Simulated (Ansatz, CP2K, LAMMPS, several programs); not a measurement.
Energy against volume for a 6-atom cell of ZnS (R3m) from a materials database, at fixed shape and fractional coordinates, computed by several methods (PBE and r2SCAN, where shown, with plane waves in Ansatz); the cell shown is that of r2SCAN. With free coordinates or axes held, a curve is too stiff, and on another method's shape its minimum isn't the method's own volume. Space group R3m (No. 160), trigonal; conventional cell a = 3.807 Å, c = 28.065 Å, 19.57 Å³ an atom. Around Zn lie 4 S at 2.33–2.34 Å; around Zn lie 4 S at 2.33 Å; around S lie 4 Zn at 2.33–2.34 Å; around S lie 4 Zn at 2.33 Å. No spin polarisation and no zero-point or thermal motion. Energies count from each curve's lowest point; fits are third-order Birch-Murnaghan.

```xyz
6
Lattice="1.9035 1.0990 9.3549 -1.9035 1.0990 9.3549 0.0000 -2.1979 9.3549" Properties=species:S:1:pos:R:3 pbc="T T T"
Zn    0.0000    0.0000   28.0639
Zn    0.0000    0.0000    6.2381
Zn    0.0000    0.0000   12.4763
S     0.0000    0.0000    2.3369
S     0.0000    0.0000   14.8136
S     0.0000    0.0000    8.5711
```

Q: PBE/DZVP (CP2K), on the shape of the cell shown, gives
```
V (Å³/atom)  E (meV/atom)
     17.221        131.93
     18.395         45.68
     19.569          6.51
     20.743          0.00
     21.917         18.98
```
What equilibrium volume and bulk modulus follow?

A: V₀ = 20.39 Å³ an atom and B₀ = 64 GPa.

Q: PBE, on the shape of its own relaxed cell, gives
```tsv
V (Å³/atom)	E (meV/atom)
18.966	17.65
19.571	4.19
20.177	0.00
20.782	3.69
21.387	14.07
```
What equilibrium volume and bulk modulus follow?

A: V₀ = 20.18 Å³ an atom and B₀ = 69 GPa.

PBE/SZV (CP2K), on the shape of the cell shown:
```csv
V (Å³/atom),E (meV/atom)
17.221,108.12
18.395,25.70
19.569,0.00
20.743,14.87
21.917,61.21
```
V₀ = 19.66 Å³ an atom and B₀ = 92 GPa.

CdTeZnSeHgS0.sw (LAMMPS), on the shape of its own relaxed cell:
```
V (Å³/atom)  E (meV/atom)
     18.562         24.53
     19.154          5.11
     19.747          0.00
     20.339          3.86
     20.932         14.50
```
The fit gives a pressure derivative B′ of 12.1, outside the usual 2 to 7: a trait of the method or a rough curve, so no modulus is quoted.

Q: r2SCAN, on the shape of its own relaxed cell, gives

| V (Å³/atom) | E (meV/atom) |
| --- | --- |
| 18.395 | 19.65 |
| 18.982 | 4.74 |
| 19.569 | 0.00 |
| 20.156 | 3.92 |
| 20.743 | 15.22 |

What equilibrium volume and bulk modulus follow?

A: V₀ = 19.58 Å³ an atom and B₀ = 78 GPa.
